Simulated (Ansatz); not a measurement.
**Which way does KF + NaI ⇌ KI + NaF run?**

Plane-wave DFT in Ansatz with scalar-relativistic PAW potentials, cutoff 500 eV, Γ-centred meshes chosen by cell and gap, Gaussian smearing with energies taken to zero width. Every cell was relaxed (cell and atoms) in a run of its own, within the symmetry of its start. Functional: r2SCAN.

Total energies hold large constants for each element; a whole number of eV per atom of each element is taken off below, which cancels in a balanced reaction.

```csv
compound,lowest structure computed,structures tried,V (Å³/atom),gap on mesh (eV),"E (eV per formula unit, common shift removed)"
KF,Fm-3m,1,18.79,6.91,-6.1917
NaI,Fm-3m,2,33.80,4.44,-2.6049
KI,Fm-3m,2,44.59,4.58,-3.9214
NaF,Fm-3m,2,12.12,7.28,-5.3727
```

Task: Work out the reaction energy at 0 K.

Result: ΔE = E(KI) + E(NaF) − E(KF) − E(NaI) = -0.498 eV, or -48 kJ per mole of reaction (-124 meV/atom). The right side is lower: K takes I and Na takes F. The smaller cation ends with the smaller anion, the pairing that gives the greater sum of ionic lattice energies, which go as 1/(r₊ + r₋). All four are computed as solids; where they are solids at ordinary conditions entropy changes little. A lower structure that wasn't tried would shift the value, and mixed crystals may lie lower than either side.

Spin-orbit coupling is left out, which matters for the bands of heavy elements.